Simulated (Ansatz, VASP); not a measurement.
**Cu: VASP beside Ansatz**

File INCAR:

```
ALGO = Normal
EDIFF = 1E-6
ENCUT = 520
GGA = PE
ISIF = 2
ISMEAR = -1
LASPH = T
LCHARG = F
LREAL = F
LWAVE = F
NBANDS = 12
NELM = 60
PREC = Accurate
SIGMA = 0.08
```

File KPOINTS:

```
k-points
0
Gamma
  19 19 19
```

File POSCAR:

```
Cu
1.0
    0.0000000000      1.7713500000      1.8075000000
    1.7713500000      0.0000000000      1.8075000000
    1.7713500000      1.7713500000      0.0000000000
Cu
1
Direct
    0.0000000000      0.0000000000      0.0000000000
```

Input for Ansatz:

```yaml
crystal:
  lattice:
    - [0.0, 1.77135, 1.8075]
    - [1.77135, 0.0, 1.8075]
    - [1.77135, 1.77135, 0.0]
  atoms:
    - { symbol: Cu, position: [0.0, 0.0, 0.0] }
kpoints:
  mp_grid: { grid: [19, 19, 19] }
  band_path:
    path:
      - [0.0, 0.0, 0.0]
      - [0.0, 0.5, 0.5]
      - [0.25, 0.75, 0.5]
      - [0.0, 0.5, 0.0]
      - [0.0, 0.0, 0.0]
      - [0.5, 0.5, 0.0]
      - [0.37005, 0.62995, 0.0]
      - [-0.37005, 0.37005, 0.0]
      - [0.0, 0.0, 0.0]
    npoints: 5
scf:
  occupations: { method: fermi_dirac, width: 0.08 }
hamiltonian:
  xc: pbe
  pseudopotentials: { kind: all_electron, lapw: { basis_error: 0.00025 } }
output:
  forces: true
  stress: true
  eigenvalues: true
```

Change from the starting cell: equal xx and yy strain of -2 %.

Alike in both runs: task single point; functional PBE; k mesh 19 × 19 × 19; occupations fermi-dirac, width 0.08 eV; no spin polarisation.

|  | VASP | Ansatz |
| --- | --- | --- |
| version | VASP 6.6.1 | Ansatz 0.2.0 |
| potentials or method | VASP PAW PBE potentials, release 64 (Cu) | all-electron LAPW, scalar-relativistic |
| plane-wave cutoff (eV) | 520 | see its input |

VASP gave:

- pressure (GPa): 9.0
- largest component of the traceless stress (GPa): 0.82

Which values does Ansatz return?

Pressure (GPa): 8.4; largest component of the traceless stress (GPa): 0.85.

Ansatz ran all-electron here, so the differences hold the error of VASP's frozen core and of both bases.
